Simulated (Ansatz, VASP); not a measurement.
# Ag: VASP beside Ansatz

```
Ag
1.0
    -1.60598    1.60598    1.65565
     1.60598   -1.60598    1.65565
     1.60598    1.60598   -1.65565
Ag
1
Direct
  0.00000 0.00000 0.00000
```

Change from the starting cell: strain -0.030 along x and y, +0.000 along z, atoms carried along.

Alike in both runs: task single point; functional PBEsol; k mesh 20 × 20 × 20; occupations gaussian, width 0.15 eV; no spin polarisation.

|  | VASP | Ansatz |
| --- | --- | --- |
| version | VASP 6.6.1 | Ansatz 0.2.0 |
| potentials or method | VASP PAW PBE potentials, release 64 (Ag) | scalar-relativistic, plane waves, PAW |
| plane-wave cutoff (eV) | 520 | 420 |
| valence electrons in the cell | 11 | 19 |

|  | VASP | Ansatz | Ansatz less VASP |
| --- | --- | --- | --- |
| gap on the k mesh at the Fermi level (eV) | none | none | - |
| pressure (GPa) | -2.1 | -2.0 | +0.09 |
| largest component of the traceless stress (GPa) | 0.48 | 0.48 | +0.001 |

A gap of «none» marks a metal or a gap that the smearing closes. With one functional, cell and mesh, what is left measures potentials, basis and numerics. The two sets of potentials don't hold the same shells in valence.

Caveats: the PAW data sets were made with another functional, which shifts forces and pressure a little (VASP).
